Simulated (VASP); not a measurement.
# MnS (F-43m) in VASP: electric field gradients with PBEsol+U

Aim: the electric field gradients of MnS with PBEsol+U.

Program: VASP 6.6.1. These are calculated values, not measurements. Logs are shortened: lines on timing, memory, paths and dates and some standing lists are left out, and cuts for length are marked.

### Step 1. Starting point

The structure is cubic, space group F-43m (No. 216). The conventional cell has a = 4.947 Å, b = 4.947 Å, c = 4.947 Å, α = 90.00°, β = 90.00°, γ = 90.00°. Around Mn (site symmetry -43m) lie 4 S at 2.14 Å. Around S (site symmetry -43m) lie 4 Mn at 2.14 Å.

The cell is a database's computed one.

### Step 2. Electric field gradients, PBEsol+U, collinear spin, ferromagnetic start

INCAR reads:

```
SYSTEM = MnS
PREC = Accurate
ENCUT = 520
EDIFF = 1E-8
ISMEAR = -1
SIGMA = 0.02
LREAL = .False.
LASPH = .True.
NELM = 150
ALGO = Fast
ISIF = 2
LWAVE = .False.
LCHARG = .False.
ISPIN = 2
MAGMOM = 4 4 4 4 0 0 0 0
LORBIT = 11
NUPDOWN = 3
LMAXMIX = 4
LDAU = .True.
LDAUTYPE = 2
LDAUL = 2 -1
LDAUU = 3.5 0
LDAUJ = 0 0
LDAUPRINT = 1
GGA = PS
LEFG = .True.
```

MnS.cif reads:

```cif
data_MnS
_cell_length_a 4.94692684
_cell_length_b 4.94692684
_cell_length_c 4.94692684
_cell_angle_alpha 90.00000000
_cell_angle_beta 90.00000000
_cell_angle_gamma 90.00000000
_space_group_name_H-M_alt 'F-43m'
_space_group_name_Hall 'F -4 2 3'
_space_group_IT_number 216
loop_
_space_group_symop_operation_xyz
'x,y,z'
'y,-x,-z'
'-x,-y,z'
'-y,x,-z'
'x,-y,-z'
'y,x,z'
'-x,y,-z'
'-y,-x,z'
'z,x,y'
'-z,y,-x'
'z,-x,-y'
'-z,-y,x'
'-z,x,-y'
'z,y,x'
'-z,-x,y'
'z,-y,-x'
'y,z,x'
'-x,-z,y'
'-y,z,-x'
'x,-z,-y'
'-y,-z,x'
'x,z,y'
'y,-z,-x'
'-x,z,-y'
'x,y+1/2,z+1/2'
'y,-x+1/2,-z+1/2'
'-x,-y+1/2,z+1/2'
'-y,x+1/2,-z+1/2'
'x,-y+1/2,-z+1/2'
'y,x+1/2,z+1/2'
'-x,y+1/2,-z+1/2'
'-y,-x+1/2,z+1/2'
'z,x+1/2,y+1/2'
'-z,y+1/2,-x+1/2'
'z,-x+1/2,-y+1/2'
'-z,-y+1/2,x+1/2'
'-z,x+1/2,-y+1/2'
'z,y+1/2,x+1/2'
'-z,-x+1/2,y+1/2'
'z,-y+1/2,-x+1/2'
'y,z+1/2,x+1/2'
'-x,-z+1/2,y+1/2'
'-y,z+1/2,-x+1/2'
'x,-z+1/2,-y+1/2'
'-y,-z+1/2,x+1/2'
'x,z+1/2,y+1/2'
'y,-z+1/2,-x+1/2'
'-x,z+1/2,-y+1/2'
'x+1/2,y,z+1/2'
'y+1/2,-x,-z+1/2'
'-x+1/2,-y,z+1/2'
'-y+1/2,x,-z+1/2'
'x+1/2,-y,-z+1/2'
'y+1/2,x,z+1/2'
'-x+1/2,y,-z+1/2'
'-y+1/2,-x,z+1/2'
'z+1/2,x,y+1/2'
'-z+1/2,y,-x+1/2'
'z+1/2,-x,-y+1/2'
'-z+1/2,-y,x+1/2'
'-z+1/2,x,-y+1/2'
'z+1/2,y,x+1/2'
'-z+1/2,-x,y+1/2'
'z+1/2,-y,-x+1/2'
'y+1/2,z,x+1/2'
'-x+1/2,-z,y+1/2'
'-y+1/2,z,-x+1/2'
'x+1/2,-z,-y+1/2'
'-y+1/2,-z,x+1/2'
'x+1/2,z,y+1/2'
'y+1/2,-z,-x+1/2'
'-x+1/2,z,-y+1/2'
'x+1/2,y+1/2,z'
'y+1/2,-x+1/2,-z'
'-x+1/2,-y+1/2,z'
'-y+1/2,x+1/2,-z'
'x+1/2,-y+1/2,-z'
'y+1/2,x+1/2,z'
'-x+1/2,y+1/2,-z'
'-y+1/2,-x+1/2,z'
'z+1/2,x+1/2,y'
'-z+1/2,y+1/2,-x'
'z+1/2,-x+1/2,-y'
'-z+1/2,-y+1/2,x'
'-z+1/2,x+1/2,-y'
'z+1/2,y+1/2,x'
'-z+1/2,-x+1/2,y'
'z+1/2,-y+1/2,-x'
'y+1/2,z+1/2,x'
'-x+1/2,-z+1/2,y'
'-y+1/2,z+1/2,-x'
'x+1/2,-z+1/2,-y'
'-y+1/2,-z+1/2,x'
'x+1/2,z+1/2,y'
'y+1/2,-z+1/2,-x'
'-x+1/2,z+1/2,-y'
loop_
_atom_site_label
_atom_site_type_symbol
_atom_site_symmetry_multiplicity
_atom_site_Wyckoff_symbol
_atom_site_fract_x
_atom_site_fract_y
_atom_site_fract_z
_atom_site_occupancy
Mn1 Mn 4 a 0.0000000000 0.0000000000 0.0000000000 1
S1 S 4 c 0.2500000000 0.2500000000 0.2500000000 1
```

KPOINTS reads:

```
regular mesh
0
Gamma
  6 6 6
  0 0 0
```

POSCAR reads:

```
Mn S 
 1.0000000000000000
     4.9469268399999997    0.0000000000000000    0.0000000000000000
     0.0000000000000000    4.9469268399999997    0.0000000000000000
     0.0000000000000000    0.0000000000000000    4.9469268399999997
 Mn  S  
   4   4
Cartesian
  0.0000000000000000  0.0000000000000000  0.0000000000000000
  0.0000000000000000  2.4734634199999999  2.4734634199999999
  2.4734634199999999  0.0000000000000000  2.4734634199999999
  2.4734634199999999  2.4734634199999999  0.0000000000000000
  1.2367317099999999  1.2367317099999999  1.2367317099999999
  1.2367317099999999  3.7101951299999998  3.7101951299999998
  3.7101951299999998  3.7101951299999998  1.2367317099999999
  3.7101951299999998  1.2367317099999999  3.7101951299999998
```

Potentials or basis: VASP PAW PBE potentials, release 64 (Mn_pv, S).

On the command line:

```bash
$ ase convert -i cif -o vasp MnS.cif POSCAR
$ cat potpaw_PBE.64/Mn_pv/POTCAR potpaw_PBE.64/S/POTCAR > POTCAR
$ mpirun -np 1 vasp_std > vasp.out
```

OUTCAR:

```text
SYSTEM = MnS
   PREC = Accurate
   ENCUT = 520
   EDIFF = 1E-8
   ISMEAR = -1
   LREAL = .False.
   LASPH = .True.
   NELM = 150
   ISIF = 2
   ISPIN = 2
   LORBIT = 11
   NUPDOWN = 3
   GGA = PS

 ion  position               nearest neighbor table
   1  0.000  0.000  0.000-   5 2.14   6 2.14   7 2.14   8 2.14
   2  0.000  0.500  0.500-   5 2.14   6 2.14   7 2.14   8 2.14
   3  0.500  0.000  0.500-   5 2.14   6 2.14   7 2.14   8 2.14
   4  0.500  0.500  0.000-   5 2.14   6 2.14   7 2.14   8 2.14
   5  0.250  0.250  0.250-   1 2.14   2 2.14   3 2.14   4 2.14
   6  0.250  0.750  0.750-   1 2.14   2 2.14   3 2.14   4 2.14
   7  0.750  0.750  0.250-   1 2.14   2 2.14   3 2.14   4 2.14
   8  0.750  0.250  0.750-   1 2.14   2 2.14   3 2.14   4 2.14

  LATTYP: Found a simple cubic cell.
 ALAT       =     4.9469268400

  Lattice vectors:

 A1 = (   4.9469268400,   0.0000000000,   0.0000000000)
 A2 = (   0.0000000000,   4.9469268400,   0.0000000000)
 A3 = (   0.0000000000,   0.0000000000,   4.9469268400)

Analysis of symmetry for initial positions (statically):
=====================================================================
 Subroutine PRICEL returns following result:

  LATTYP: Found a face centered cubic cell.
 ALAT       =     4.9469268400
[... 12 lines left out ...]
 Subroutine GETGRP returns: Found 24 space group operations
 (whereof 24 operations were pure point group operations)
 out of a pool of 48 trial point group operations.

The static configuration has the point symmetry T_d .

Analysis of symmetry for dynamics (positions and initial velocities):
=====================================================================
 Subroutine PRICEL returns following result:

  LATTYP: Found a face centered cubic cell.
 ALAT       =     4.9469268400
[... 12 lines left out ...]
 Subroutine GETGRP returns: Found 24 space group operations
 (whereof 24 operations were pure point group operations)
 out of a pool of 48 trial point group operations.

The dynamic configuration has the point symmetry T_d .

Analysis of structural, dynamic, and magnetic symmetry:
=====================================================================
 Subroutine PRICEL returns following result:

  LATTYP: Found a face centered cubic cell.
 ALAT       =     4.9469268400
[... 12 lines left out ...]
 Subroutine GETGRP returns: Found 24 space group operations
 (whereof 24 operations were pure point group operations)
 out of a pool of 48 trial point group operations.

The overall configuration has the point symmetry T_d .

 Subroutine INISYM returns: Found 24 space group operations
 (whereof 24 operations are pure point group operations),
 and found     4 'primitive' translations

----------------------------------------------------------------------------------------

                                     Primitive cell

  volume of cell :      30.2654

  direct lattice vectors                    reciprocal lattice vectors
     2.473463420 -2.473463420  0.000000000     0.202145702 -0.202145702 -0.202145702
     2.473463420  0.000000000  2.473463420     0.202145702  0.202145702  0.202145702
     0.000000000 -2.473463420  2.473463420    -0.202145702 -0.202145702  0.202145702

  length of vectors
[... 1335 lines left out ...]
 spin component 2

 k-point     1 :       0.0000    0.0000    0.0000
  band No.  band energies     occupation
      1     -39.9202      1.00000
      2     -39.9202      1.00000
      3     -39.9202      1.00000
      4     -39.9033      1.00000
      5     -39.9033      1.00000
      6     -39.9033      1.00000
[... 1049 lines left out ...]
     49      12.7359      0.00000
     50      12.7359      0.00000
 [bands above 50 left out]

------------------------ aborting loop because EDIFF is reached ----------------------------------------

  FORCE on cell =-STRESS in cart. coord.  units (eV):
  Direction    XX          YY          ZZ          XY          YZ          ZX
  --------------------------------------------------------------------------------------
  -------------------------------------------------------------------------------------
  Total        1.5852405      1.5852405      1.5852405      0.0000000      0.0000000     -0.0000000
  in kB       20.9797006     20.9797006     20.9797006      0.0000000      0.0000000     -0.0000000
  external PRESSURE =      20.9797006 kB  Pullay stress =       0.0000000 kB

 VOLUME and BASIS-vectors are now :
 -----------------------------------------------------------------------------
  energy-cutoff  :      520.00
  volume of cell :      121.06
      direct lattice vectors                 reciprocal lattice vectors
     4.946926840  0.000000000  0.000000000     0.202145702  0.000000000  0.000000000
     0.000000000  4.946926840  0.000000000     0.000000000  0.202145702  0.000000000
     0.000000000  0.000000000  4.946926840     0.000000000  0.000000000  0.202145702

 POSITION                                       TOTAL-FORCE (eV/Angst)
 -----------------------------------------------------------------------------------
      0.00000      0.00000      0.00000         0.000000     -0.000000      0.000000
      0.00000      2.47346      2.47346         0.000000     -0.000000      0.000000
      2.47346      0.00000      2.47346         0.000000     -0.000000      0.000000
      2.47346      2.47346      0.00000         0.000000     -0.000000     -0.000000
      1.23673      1.23673      1.23673        -0.000000      0.000000     -0.000000
      1.23673      3.71020      3.71020        -0.000000      0.000000     -0.000000
      3.71020      3.71020      1.23673        -0.000000      0.000000     -0.000000
      3.71020      1.23673      3.71020        -0.000000      0.000000     -0.000000
 -----------------------------------------------------------------------------------
    total drift:                               -0.000000     -0.000000     -0.000000

  FREE ENERGIE OF THE ION-ELECTRON SYSTEM (eV)
  ---------------------------------------------------
  free  energy   TOTEN  =       -42.4716330087 eV

  energy  without entropy=      -42.4513271132  energy(sigma->0) =      -42.46148006

 Electric field gradients (V/A^2)
---------------------------------------------------------------------
 ion       V_xx      V_yy      V_zz      V_xy      V_xz      V_yz
---------------------------------------------------------------------
   1       0.000    -0.000    -0.000    -0.000     0.000    -0.000
   2       0.000    -0.000    -0.000    -0.000    -0.000    -0.000
   3       0.000    -0.000    -0.000    -0.000     0.000     0.000
   4       0.000    -0.000    -0.000     0.000    -0.000    -0.000
   5      -0.000    -0.000     0.000     0.000     0.000     0.000
   6      -0.000    -0.000     0.000     0.000     0.000     0.000
   7      -0.000    -0.000     0.000     0.000     0.000     0.000
   8      -0.000    -0.000     0.000     0.000     0.000     0.000
---------------------------------------------------------------------

 Electric field gradients after diagonalization (V/A^2)
 (convention: |V_zz| > |V_xx| > |V_yy|)
----------------------------------------------------------------------
 ion       V_xx      V_yy      V_zz     asymmetry (V_yy - V_xx)/ V_zz
----------------------------------------------------------------------
   1       0.000    -0.000    -0.000       0.072
   2      -0.000     0.000    -0.000      -0.078
   3       0.000    -0.000    -0.000       0.063
   4       0.000    -0.000    -0.000       0.067
   5      -0.000    -0.000     0.000       0.561
   6      -0.000    -0.000     0.000       0.445
   7      -0.000    -0.000     0.000       0.501
   8      -0.000    -0.000     0.000       0.581
----------------------------------------------------------------------

           NMR quadrupolar parameters

 Cq : quadrupolar parameter    Cq=e*Q*V_zz/h
 eta: asymmetry parameters     (V_yy - V_xx)/ V_zz
 Q  : nuclear electric quadrupole moment in mb (millibarn)
----------------------------------------------------------------------
 ion       Cq(MHz)       eta       Q (mb)
----------------------------------------------------------------------
   1      -0.000       0.072       1.000
   2      -0.000      -0.078       1.000
   3      -0.000       0.063       1.000
   4      -0.000       0.067       1.000
   5       0.000       0.561       1.000
   6       0.000       0.445       1.000
   7       0.000       0.501       1.000
   8       0.000       0.581       1.000
----------------------------------------------------------------------

 total charge

# of ion       s       p       d       tot
------------------------------------------
    1        0.366   6.329   5.332  12.027
    2        0.366   6.329   5.332  12.027
    3        0.366   6.329   5.332  12.027
    4        0.366   6.329   5.332  12.027
    5        1.315   2.423   0.000   3.738
    6        1.315   2.423   0.000   3.738
    7        1.315   2.423   0.000   3.738
    8        1.315   2.423   0.000   3.738
--------------------------------------------------
tot          6.722  35.010  21.327  63.059

 magnetization (x)

# of ion       s       p       d       tot
------------------------------------------
    1        0.017   0.010   0.782   0.810
    2        0.017   0.010   0.782   0.810
    3        0.017   0.010   0.782   0.810
    4        0.017   0.010   0.782   0.810
    5       -0.003  -0.013   0.000  -0.016
    6       -0.003  -0.013   0.000  -0.016
    7       -0.003  -0.013   0.000  -0.016
    8       -0.003  -0.013   0.000  -0.016
--------------------------------------------------
tot          0.059  -0.010   3.129   3.178
```

Wall time 9 min (1 thread of Intel Xeon Platinum 8559C (Emerald Rapids), shared host); peak memory 0.38 GiB.

Results:

```
Free energy                                           : -42.4716 eV
Pressure                                              : 2.1 GPa
Net moment                                            : 3.00 μB per cell
Site moments                                          : Mn +0.81; S -0.02 μB
Valence electrons inside the program's atomic spheres : Mn 12.03; S 3.74
```

Electric field gradients, principal values (V/Å²):
```tsv
atom	Vxx	Vyy	Vzz
1 Mn	0.000	0.000	0.000
2 Mn	0.000	0.000	0.000
3 Mn	0.000	0.000	0.000
4 Mn	0.000	0.000	0.000
5 S	0.000	0.000	0.000
6 S	0.000	0.000	0.000
7 S	0.000	0.000	0.000
8 S	0.000	0.000	0.000
```

Eigenvalues of the final occupation matrices:
| site | spin | trace | eigenvalues |
| --- | --- | --- | --- |
| site 1 d | 1 | 3.08 | 0.47 0.47 0.47 0.84 0.84 |
| site 1 d | 2 | 2.29 | 0.37 0.37 0.52 0.52 0.52 |
| site 2 d | 1 | 3.08 | 0.47 0.47 0.47 0.84 0.84 |
| site 2 d | 2 | 2.29 | 0.37 0.37 0.52 0.52 0.52 |
| site 3 d | 1 | 3.08 | 0.47 0.47 0.47 0.84 0.84 |
| site 3 d | 2 | 2.29 | 0.37 0.37 0.52 0.52 0.52 |
| site 4 d | 1 | 3.08 | 0.47 0.47 0.47 0.84 0.84 |
| site 4 d | 2 | 2.29 | 0.37 0.37 0.52 0.52 0.52 |

Caveat: the moment is held away from its start; the PAW data sets were made with another functional, which shifts forces and pressure a little; the total moment is fixed, so each spin has its own Fermi level; only a ferromagnetic start was run, and an antiferromagnetic order may lie lower in energy. The state reached can hang on the start; a lower one may exist.
